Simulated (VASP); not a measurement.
# C (Fd-3m) in VASP: notebook, part 2 of 3

VASP 6.6.1. Earlier steps stand in the parts before.

**4. G0W0 quasiparticle levels, PBE**

The input, POSCAR:

```
C
1.0
    0.0000000000      1.7833700000      1.7833700000
    1.7833700000      0.0000000000      1.7833700000
    1.7833700000      1.7833700000      0.0000000000
C
2
Direct
    0.7500000000      0.7500000000      0.7500000000
    0.5000000000      0.5000000000      0.5000000000
```

The input, INCAR.step1:

```
PREC = Accurate ; ENCUT = 450
EDIFF = 1E-8 ; ISMEAR = 0
SIGMA = 0.01 ; LREAL = F
LASPH = T ; NELM = 60
ALGO = Fast ; LWAVE = T
LCHARG = F ; GGA = PE
```

The input, INCAR.step2:

```
PREC = Accurate ; ENCUT = 450
EDIFF = 1E-8 ; ISMEAR = 0
SIGMA = 0.01 ; LREAL = F
LASPH = T ; NELM = 1
ALGO = Exact ; LWAVE = T
LCHARG = F ; GGA = PE
NBANDS = 49 ; LOPTICS = T
ISTART = 1
```

The input, INCAR.step3:

```
PREC = Accurate ; ENCUT = 450
EDIFF = 1E-8 ; ISMEAR = 0
SIGMA = 0.01 ; LREAL = F
LASPH = T ; ALGO = EVGW0
LWAVE = F ; LCHARG = F
GGA = PE ; NELMGW = 1
NBANDS = 49 ; ENCUTGW = 50
NOMEGA = 48 ; PRECFOCK = Fast
ISTART = 1 ; NBANDSGW = 12
```

The input, KPOINTS:

```
regular mesh
0
Gamma
  3 3 3
```

Potentials or basis: VASP PAW PBE potentials, release 64 (C_GW).

Run with:

```sh
cat potpaw_PBE.64/C_GW/POTCAR > POTCAR
cp INCAR.step1 INCAR
mpirun -np 1 vasp_std > vasp.out
cp INCAR.step2 INCAR
mpirun -np 1 vasp_std > vasp.out
cp INCAR.step3 INCAR
mpirun -np 1 vasp_std > vasp.out
```

OUTCAR:

```text
PREC = Accurate
   ENCUT = 450
   EDIFF = 1E-8
   ISMEAR = 0
   LREAL = F
   LASPH = T
   GGA = PE
   NELMGW = 1
   ENCUTGW = 50
   PRECFOCK = Fast
   ISTART = 1

 Found      4 irreducible k-points:

 Following reciprocal coordinates:
            Coordinates               Weight
  0.000000  0.000000  0.000000      1.000000
  0.333333  0.000000  0.000000      8.000000
  0.333333  0.333333  0.000000      6.000000
 -0.333333  0.333333  0.000000     12.000000
   k-points           NKPTS =      4   k-points in BZ     NKDIM =     27   number of bands    NBANDS=     49
   number of dos      NEDOS =    301   number of ions     NIONS =      2
   total plane-waves  NPLWV =   5832
   dimension x,y,z NGX =    18 NGY =   18 NGZ =   18
   dimension x,y,z NGXF=    36 NGYF=   36 NGZF=   36
   ions per type =               2
   NGX,Y,Z   is equivalent  to a cutoff of  11.86, 11.86, 11.86 a.u.
   NGXF,Y,Z  is equivalent  to a cutoff of  23.73, 23.73, 23.73 a.u.
 SYSTEM =  unknown system
   PREC   = accura    normal or accurate (medium, high low for compatibility)
   ISTART =      1    job   : 0-new  1-cont  2-samecut
   ICHARG =      0    charge: 1-file 2-atom 10-const
   ISPIN  =      1    spin polarized calculation?
   LNONCOLLINEAR =      F non collinear calculations
   LSORBIT =      F    spin-orbit coupling
   LASPH  =      T    aspherical Exc in radial PAW
   ENCUT  =  450.0 eV  33.07 Ry    5.75 a.u.   4.36  4.36  4.36*2*pi/ulx,y,z
   NELM   =     60;   NELMIN=  2; NELMDL=  0     # of ELM steps
   EDIFF  = 0.1E-07   stopping-criterion for ELM
   LREAL  =      F    real-space projection
   EDIFFG = 0.1E-06   stopping-criterion for IOM
   NSW    =      0    number of steps for IOM
   IBRION =     -1    ionic relax: 0-MD 1-quasi-New 2-CG
   NFREE  =      0    steps in history (QN), initial steepest desc. (CG)
   ISIF   =      0    stress and relaxation
   ISYM   =      3    0-nonsym 1-usesym 2-fastsym
   POTIM  = 0.5000    time-step for ionic-motion
   TEBEG  =    0.0;   TEEND  =   0.0 temperature during run
   PSTRESS=    0.0 pullay stress
   NELECT =       8.0000    total number of electrons
   NUPDOWN=      -1.0000    fix difference up-down
   EMIN   =  10.00;   EMAX   =-10.00  energy-range for DOS
   EFERMI =   0.00;   METHOD = LEGACY
   ISMEAR =     0;   SIGMA  =   0.01  broadening in eV -4-tet -1-fermi 0-gaus
   EFERMI_NEDOS =   21; number of points for ismear=-14 and -15
   IALGO  =     38    algorithm
   IMIX   =      4    mixing-type and parameters
     AMIX     =   0.40;   BMIX     =  1.00
     AMIX_MAG =   1.60;   BMIX_MAG =  1.00
  volume/ion in A,a.u.               =       5.67        38.28
  Fermi-wavevector in a.u.,A,eV,Ry     =   1.457203  2.753714 28.891161  2.123440
  Thomas-Fermi vector in A             =   2.574032
   LORBIT       =      0    0 simple, 1 ext, 2 COOP (PROOUT), +10 PAW based schemes
   GGA     = PE    functional components
   LHFCALC =     T    Hartree Fock is set to
   PRECFOCK=fast      Normal, Fast or Accurate (Low or Medium for compatibility)
   ENCUT4O =  -1.0   cutoff for four orbital integrals eV
   NKREDX  =     1    reduce k-point grid by
   NKREDY  =     1    reduce k-point grid by
   NKREDZ  =     1    reduce k-point grid by
   AEXX    =    1.0000 exact exchange contribution
   HFSCREEN=    0.0000 screening length (either q_TF or 0.3 A-1)
   HFSCREENC=   0.0000 screening length for correlation (either q_TF or 0.3 A-1)
   ENCUTFOCK=  -1.0 apply spherical cutoff to Coloumb kernel
   IVDW    =     0    specifies the selected vdW correction
   LEPSILON=     F    determine dielectric tensor
   LRPA    =     F    only Hartree local field effects (RPA)
   LRPAFORCE           =     F    calculate RPA forces
   ENCUTGW             =  50.0    cutoff for response function in eV
   ENCUTGWSOFT         =  40.0    soft cutoff for Coulomb kernel in GW response function in eV
   ENCUTLF             =  -1.0    cutoff for local field effects
   NELMGW              =     1    number of iterations in solving QP/BSE equation
   NELMHF              =     1    number of iterations in the inner HF iteration
   NKREDLFX            =     1    NKREDLFY  =   1   NKREDLFZ  =   1
 non-spin polarized calculation
 Gauss-broadening in eV      SIGMA  =   0.01
  energy-cutoff  :      450.00
  volume of cell :       11.34
 maximum number of plane-waves:       259
 NGX is ok and might be reduce to    18
  NGX = 10; NGY = 10; NGZ = 10
   NGX =  9   NGY =  9   NGZ =  9
 maximum number of plane-waves:        15
 NGX is ok and might be reduce to    10

 QP shifts <psi_nk| G(iteration)W_0 |psi_nk>: iteration 1
 for sc-GW calculations column KS-energies equals QP-energies in previous step
 and V_xc(KS)=  KS-energies - (<T + V_ion + V_H > + <T+V_H+V_ion>^1  + <V_x>^1)

 k-point   1 :       0.0000    0.0000    0.0000
  band No.  KS-energies  QP-energies   sigma(KS)   V_xc(KS)     V^pw_x(r,r')   Z            occupation Imag(sigma)

      1     -11.6473     -12.5863     -16.0029     -14.7556     -25.3472       0.7528       2.0000       1.4455
      2       9.8679      10.0866     -16.5544     -16.8171     -19.9899       0.8322       2.0000       0.1081
      3       9.8679      10.0866     -16.5544     -16.8171     -19.9899       0.8322       2.0000       0.1081
      4       9.8679      10.0866     -16.5544     -16.8171     -19.9899       0.8322       2.0000       0.1081
      5      15.4341      16.9494     -13.6698     -15.5106      -8.7983       0.8232       0.0000      -0.1234
      6      15.4341      16.9494     -13.6698     -15.5106      -8.7983       0.8232       0.0000      -0.1234
      7      15.4341      16.9494     -13.6698     -15.5106      -8.7983       0.8232       0.0000      -0.1234
      8      23.1878      24.6422     -14.5245     -16.3713      -7.5094       0.7875       0.0000      -0.3018
      9      29.1228      29.4923     -11.3272     -11.7768      -4.2105       0.8216       0.0000      -0.4790
     10      36.3294      37.4493     -12.4866     -13.8641      -5.7988       0.8130       0.0000      -0.5502
     11      36.3294      37.4493     -12.4866     -13.8641      -5.7988       0.8130       0.0000      -0.5502
     12      37.3230      37.9851     -10.6286     -11.4342      -3.1747       0.8218       0.0000      -0.9413

 k-point   2 :       0.3333    0.0000    0.0000
  band No.  KS-energies  QP-energies   sigma(KS)   V_xc(KS)     V^pw_x(r,r')   Z            occupation Imag(sigma)

      1      -8.6289      -9.5152     -16.1785     -15.0095     -24.6269       0.7582       2.0000       1.0213
      2       0.4696      -0.0899     -16.0604     -15.3535     -21.4005       0.7916       2.0000       0.2745
      3       7.5428       7.5785     -16.4087     -16.4522     -20.2433       0.8228       2.0000       0.1310
      4       7.5428       7.5785     -16.4087     -16.4522     -20.2433       0.8228       2.0000       0.1310
      5      18.1214      19.7308     -13.4850     -15.4507      -8.1198       0.8187       0.0000      -0.1519
      6      18.1214      19.7308     -13.4850     -15.4507      -8.1198       0.8187       0.0000      -0.1519
      7      18.4168      19.6644     -14.1097     -15.6419      -8.5146       0.8142       0.0000      -0.1601
      8      25.1074      26.7254     -12.9342     -14.9668      -5.9266       0.7960       0.0000      -0.3434
      9      30.7909      31.6583     -11.8516     -12.9350      -4.4913       0.8006       0.0000      -0.5364
     10      33.0309      34.0155     -11.8638     -13.0677      -5.0454       0.8179       0.0000      -0.5344
     11      33.0309      34.0155     -11.8638     -13.0677      -5.0454       0.8179       0.0000      -0.5344
     12      35.1273      36.2272     -11.9132     -13.3115      -3.9894       0.7865       0.0000      -0.7707

 k-point   3 :       0.3333    0.3333    0.0000
  band No.  KS-energies  QP-energies   sigma(KS)   V_xc(KS)     V^pw_x(r,r')   Z            occupation Imag(sigma)

      1      -7.6236      -8.5110     -16.2203     -15.0716     -24.3425       0.7726       2.0000       0.9341
      2       2.6743       2.2217     -16.7750     -16.2088     -21.8302       0.7994       2.0000       0.2177
      3       4.5424       4.3236     -16.1321     -15.8618     -20.5574       0.8095       2.0000       0.1699
      4       4.5424       4.3236     -16.1321     -15.8618     -20.5574       0.8095       2.0000       0.1699
      5      13.9803      14.8608     -13.1127     -14.1743      -8.1934       0.8294       0.0000      -0.1194
      6      17.5557      18.2947     -12.2260     -13.1240      -6.5909       0.8229       0.0000      -0.1508
      7      23.9194      26.0921     -13.8956     -16.6162      -7.4123       0.7986       0.0000      -0.2763
      8      23.9194      26.0921     -13.8956     -16.6162      -7.4123       0.7986       0.0000      -0.2763
      9      31.1641      32.8493     -13.4091     -15.5517      -5.9042       0.7865       0.0000      -0.5717
     10      33.0659      34.4806     -12.2169     -14.0015      -4.4506       0.7928       0.0000      -0.6407
     11      41.5289      42.7830     -12.3770     -13.8928      -5.1706       0.8274       0.0000      -1.0404
     12      44.4728      45.4664     -11.2725     -12.5072      -3.1983       0.8048       0.0000      -1.2737

 k-point   4 :      -0.3333    0.3333    0.0000
  band No.  KS-energies  QP-energies   sigma(KS)   V_xc(KS)     V^pw_x(r,r')   Z            occupation Imag(sigma)

      1      -4.2127      -5.0325     -16.7125     -15.6623     -23.8906       0.7806       2.0000       0.5970
      2      -1.0910      -1.7665     -16.5265     -15.6693     -22.6185       0.7880       2.0000       0.3716
      3       0.4601      -0.0765     -15.4040     -14.7311     -20.4133       0.7974       2.0000       0.2622
      4       5.1713       5.0005     -16.2275     -16.0176     -20.5476       0.8140       2.0000       0.1594
      5      16.1747      17.0824     -12.7332     -13.8332      -7.4417       0.8253       0.0000      -0.1350
      6      22.7827      24.8340     -13.6953     -16.2645      -7.3004       0.7984       0.0000      -0.2564
      7      23.3949      25.1900     -13.5499     -15.8045      -6.9698       0.7962       0.0000      -0.2695
      8      24.8609      26.7919     -13.8290     -16.2715      -6.8366       0.7906       0.0000      -0.3335
      9      26.7823      27.8821     -12.4277     -13.7675      -6.2289       0.8208       0.0000      -0.2872
     10      33.5173      34.4140     -11.8348     -12.9221      -5.2095       0.8247       0.0000      -0.5147
     11      34.6985      36.5783     -12.7735     -15.1757      -4.6899       0.7825       0.0000      -0.7653
     12      43.6201      44.3785     -11.0967     -12.0205      -3.2034       0.8210       0.0000      -1.2378
```

Wall time 5.3 s (1 thread of Intel Xeon Platinum 8259CL at 2.50GHz (Skylake/Cascade Lake), shared host); peak memory 0.11 GiB.

The run converged, but some of its settings lie outside the range that counts as converged, so its numbers aren't taken as properties of the crystal.

Results:

* Band gap on the k mesh, mean-field level: 4.11 eV, indirect (least direct gap 5.57 eV)
* Quasiparticle gap: 4.77 eV
* Least direct quasiparticle gap: 6.86 eV

Caveat: the k mesh is coarse (spacing up to 1.02 Å⁻¹), so the values aren't converged; bands, screening cutoff and mesh are small and nothing is extrapolated, so the quasiparticle values aren't converged; an odd mesh through Γ misses points on the zone boundary, where band edges often lie.

**5. G0W0 quasiparticle levels, PBE**

POSCAR is that of step 4.

INCAR.step1 is that of step 4.

INCAR.step2, as its differences from that of step 4:

```diff
@@ -6,3 +6,3 @@
 LCHARG = F ; GGA = PE
-NBANDS = 49 ; LOPTICS = T
+NBANDS = 17 ; LOPTICS = T
 ISTART = 1
```

INCAR.step3, as its differences from that of step 4:

```diff
@@ -6,3 +6,3 @@
 GGA = PE ; NELMGW = 1
-NBANDS = 49 ; ENCUTGW = 50
+NBANDS = 17 ; ENCUTGW = 100
 NOMEGA = 48 ; PRECFOCK = Fast
```

The input, KPOINTS:

```
regular mesh
0
Gamma
  4 4 4
```

Potentials or basis: VASP PAW PBE potentials, release 64 (C_GW).

Run with:

```sh
cat potpaw_PBE.64/C_GW/POTCAR > POTCAR
cp INCAR.step1 INCAR
mpirun -np 1 vasp_std > vasp.out
cp INCAR.step2 INCAR
mpirun -np 1 vasp_std > vasp.out
cp INCAR.step3 INCAR
mpirun -np 1 vasp_std > vasp.out
```

OUTCAR:

```text
PREC = Accurate
   ENCUT = 450
   EDIFF = 1E-8
   ISMEAR = 0
   LREAL = F
   LASPH = T
   GGA = PE
   NELMGW = 1
   ENCUTGW = 100
   PRECFOCK = Fast
   ISTART = 1

 Found      8 irreducible k-points:

 Following reciprocal coordinates:
            Coordinates               Weight
  0.000000  0.000000  0.000000      1.000000
  0.250000  0.000000  0.000000      8.000000
  0.500000  0.000000  0.000000      4.000000
  0.250000  0.250000  0.000000      6.000000
  0.500000  0.250000  0.000000     24.000000
 -0.250000  0.250000  0.000000     12.000000
   k-points           NKPTS =      8   k-points in BZ     NKDIM =     64   number of bands    NBANDS=     17
   number of dos      NEDOS =    301   number of ions     NIONS =      2
   total plane-waves  NPLWV =   5832
   dimension x,y,z NGX =    18 NGY =   18 NGZ =   18
   dimension x,y,z NGXF=    36 NGYF=   36 NGZF=   36
   ions per type =               2
   NGX,Y,Z   is equivalent  to a cutoff of  11.86, 11.86, 11.86 a.u.
[... 56 lines left out ...]
   NKREDLFX            =     1    NKREDLFY  =   1   NKREDLFZ  =   1
 non-spin polarized calculation
 Gauss-broadening in eV      SIGMA  =   0.01
  energy-cutoff  :      450.00
  volume of cell :       11.34
 maximum number of plane-waves:       259
 NGX is ok and might be reduce to    18
  NGX = 12; NGY = 12; NGZ = 12
   NGX =  9   NGY =  9   NGZ =  9
 maximum number of plane-waves:        28
 NGX is ok and might be reduce to    10

 QP shifts <psi_nk| G(iteration)W_0 |psi_nk>: iteration 1
 for sc-GW calculations column KS-energies equals QP-energies in previous step
 and V_xc(KS)=  KS-energies - (<T + V_ion + V_H > + <T+V_H+V_ion>^1  + <V_x>^1)

 k-point   1 :       0.0000    0.0000    0.0000
  band No.  KS-energies  QP-energies   sigma(KS)   V_xc(KS)     V^pw_x(r,r')   Z            occupation Imag(sigma)

      1     -11.6919     -12.8908     -16.3307     -14.7698     -25.4032       0.7681       2.0000       1.5900
      2       9.7941       9.9797     -16.5781     -16.8022     -19.5075       0.8281       2.0000       0.0984
      3       9.7941       9.9797     -16.5781     -16.8022     -19.5075       0.8281       2.0000       0.0984
      4       9.7941       9.9797     -16.5781     -16.8022     -19.5075       0.8281       2.0000       0.0984
      5      15.3789      17.1883     -13.3184     -15.5177      -9.0997       0.8227       0.0000      -0.1131
      6      15.3789      17.1883     -13.3184     -15.5177      -9.0997       0.8227       0.0000      -0.1131
      7      15.3789      17.1883     -13.3184     -15.5177      -9.0997       0.8227       0.0000      -0.1131
      8      23.1136      24.9707     -13.9964     -16.3805      -7.6907       0.7789       0.0000      -0.2701
      9      29.0789      30.0675     -10.6199     -11.8382      -4.2885       0.8115       0.0000      -0.4373
     10      36.3096      38.4550     -11.2954     -13.8757      -5.8641       0.8315       0.0000      -0.5896
     11      36.3096      38.4550     -11.2954     -13.8757      -5.8641       0.8315       0.0000      -0.5896
     12      37.3104      38.8177      -9.6557     -11.4877      -3.2357       0.8227       0.0000      -1.0140
[... 68 lines left out ...]
      1      -7.2246      -8.2199     -16.4757     -15.1648     -24.3439       0.7593       2.0000       0.9477
      2       1.0894       0.4581     -16.6277     -15.8218     -21.8755       0.7833       2.0000       0.2539
      3       2.1808       1.6604     -15.8593     -15.2063     -20.3341       0.7970       2.0000       0.1986
      4       6.7828       6.6687     -16.4528     -16.3133     -20.0320       0.8177       2.0000       0.1239
      5      17.7151      19.3409     -12.6211     -14.5991      -7.8480       0.8220       0.0000      -0.1366
      6      19.7984      21.9337     -13.2477     -15.9014      -7.9080       0.8046       0.0000      -0.1786
      7      22.1491      24.1780     -13.3614     -15.8908      -7.8388       0.8021       0.0000      -0.2131
      8      23.7027      25.6806     -13.1008     -15.6209      -6.7991       0.7849       0.0000      -0.2819
      9      29.4410      31.1682     -11.5438     -13.7089      -5.0207       0.7977       0.0000      -0.4557
     10      30.5316      32.1247     -10.7710     -12.6770      -5.4141       0.8358       0.0000      -0.4109
     11      34.5429      36.5961     -12.1031     -14.7207      -4.6234       0.7844       0.0000      -0.8548
     12      43.0647      44.7597      -9.8464     -11.8787      -3.2525       0.8341       0.0000      -1.2787

 [... further k-points ...]
```

OUTCAR.step2:

```text
PREC = Accurate
   ENCUT = 450
   EDIFF = 1E-8
   ISMEAR = 0
   LREAL = F
[... 561 lines left out ...]
     0.00000     7.54187     7.54187     7.54187    -0.00000    -0.00000     0.00000
     0.89755     7.60711     7.60711     7.60711    -0.00000    -0.00000     0.00000
     1.79510     7.81802     7.81802     7.81802    -0.00000    -0.00000     0.00000
     2.69264     8.22435     8.22435     8.22435    -0.00000    -0.00000     0.00000
     3.59019     8.96983     8.96983     8.96983    -0.00000    -0.00000     0.00000
     4.48774    10.61941    10.61941    10.61941    -0.00000    -0.00000     0.00000
[... 92 lines left out ...]
    87.95969     0.86725     0.86725     0.86725     0.00000     0.00000    -0.00000
    88.85724     0.87016     0.87016     0.87016     0.00000     0.00000    -0.00000
```

Run time: 7.4 s. Hardware: 1 thread of Intel Xeon Platinum 8259CL at 2.50GHz (Skylake/Cascade Lake), shared host; peak memory 0.12 GiB.

The run converged, but some of its settings lie outside the range that counts as converged, so its numbers aren't taken as properties of the crystal.

Results:

| Property | Result |
| --- | --- |
| Band gap on the k mesh, mean-field level | 4.43 eV, indirect (least direct gap 5.58 eV) |
| Quasiparticle gap | 5.68 eV |
| Least direct quasiparticle gap | 7.21 eV |

Caveat: the k mesh is coarse (spacing up to 0.76 Å⁻¹), so the values aren't converged; bands, screening cutoff and mesh are small and nothing is extrapolated, so the quasiparticle values aren't converged.

(Continued in part 3 of 3.)
